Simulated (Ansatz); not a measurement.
## TiPbO$_{3}$, one cell by several methods

```yaml
crystal:
  lattice:
    - [3.89920, 0.00000, 0.00000]
    - [0.00000, 3.89920, 0.00000]
    - [0.00000, 0.00000, 4.14990]
  atoms:
    - { symbol: Ti, position: [0.50000, 0.50000, 0.53820] }
    - { symbol: Pb, position: [0.00000, 0.00000, 0.00000] }
    - { symbol: O, position: [0.50000, 0.50000, 0.11300] }
    - { symbol: O, position: [0.50000, 0.00000, 0.61500] }
    - { symbol: O, position: [0.00000, 0.50000, 0.61500] }
```

Atom numbers follow the list: Ti1, Pb2, O3, O4, O5.

Structure: COD 2107521, as refined from experiment and not relaxed.

Spin–orbit coupling is left out, though it moves levels of the heavy atoms by tenths of an eV or more.

All numbers are computed: DFT, PBEsol, PAW with Ansatz's default frozen-core files, scalar-relativistic (Ansatz 0.2.0); DFT, PBEsol, all-electron PAW with datasets made for the crystal, scalar-relativistic (Ansatz 0.2.0); DFT, PBEsol, all-electron LAPW, scalar-relativistic (Ansatz 0.2.0).

For PAW: a Γ-centred 9×9×8 k mesh, Fermi–Dirac smearing of 0.03 eV, cutoff 420 eV, no spin polarisation; the PAW files were made with PBE, and the program remakes their frozen cores for this functional. The crystal-made all-electron datasets (AE datasets) take a cutoff of 540 eV at this cell. LAPW targets a basis error of 0.5 meV/atom. The Ansatz runs share mesh, smearing and spin set-up. Plane-wave (PAW) pressures include the program's estimate of the Pulay term.

Stress and pressure are positive in compression.

Levels count from the top of the valence band.

```tsv
quantity	PAW	AE datasets	LAPW
pressure (GPa)	-1.01	-1.01	-1.01
stress xx (GPa)	-1.59	-1.58	-1.58
stress zz (GPa)	0.16	0.13	0.13
force on Ti1, z (eV/Å)	0.090	0.079	0.078
force on Pb2, z (eV/Å)	-0.062	-0.060	-0.060
force on O3, z (eV/Å)	-0.181	-0.171	-0.171
force on O4, z (eV/Å)	0.077	0.076	0.076
band gap (eV)	1.724	1.719	1.719
highest filled level at A (eV)	-0.549	-0.549	-0.549
lowest empty level at A (eV)	3.441	3.440	3.440
highest filled level at Γ (eV)	-1.392	-1.393	-1.393
lowest empty level at Γ (eV)	1.725	1.721	1.721
highest filled level at X (eV)	0.000	0.000	0.000
lowest empty level at X (eV)	2.924	2.922	2.922
```

PAW's pressure differs from the LAPW value by about 0.01 GPa or less.
